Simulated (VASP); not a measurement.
Consider the following.

```yaml
crystal:
  lattice:
    - [6.35380, 0.00000, 0.00000]
    - [0.00000, 6.35380, 0.00000]
    - [0.00000, 0.00000, 6.35380]
  atoms:
    - { symbol: Cs, position: [0.00000, 0.00000, 0.00000] }
    - { symbol: Pb, position: [0.50000, 0.50000, 0.50000] }
    - { symbol: I, position: [0.50000, 0.00000, 0.50000] }
    - { symbol: I, position: [0.00000, 0.50000, 0.50000] }
    - { symbol: I, position: [0.50000, 0.50000, 0.00000] }
```

All values below come from PBE GGA, VASP's PBE PAW potentials (set 64) (plane waves; VASP 6.6.1). Numerical set-up: 400 eV cut-off, 4×4×4 Γ-centred mesh, tetrahedra with Blöchl corrections, potentials Cs_sv Pb_d I.

The cores are frozen, which limits the accuracy of field gradients.

Q: Give the principal components of the electric field gradient (V/Å²) and the asymmetry η at each nucleus.

A: 
```tsv
atom	Vxx	Vyy	Vzz	η
Cs1	0.0	0.0	0.0	-
Pb2	0.0	0.0	0.0	-
I3	-165.9	-165.9	331.7	0.00
I4	-165.9	-165.9	331.7	0.00
I5	-165.9	-165.9	331.7	0.00
```

The compound is CsPbI3 in the cubic perovskite structure, the ideal cubic form; the compound distorts at low or room temperature. It was relaxed first.
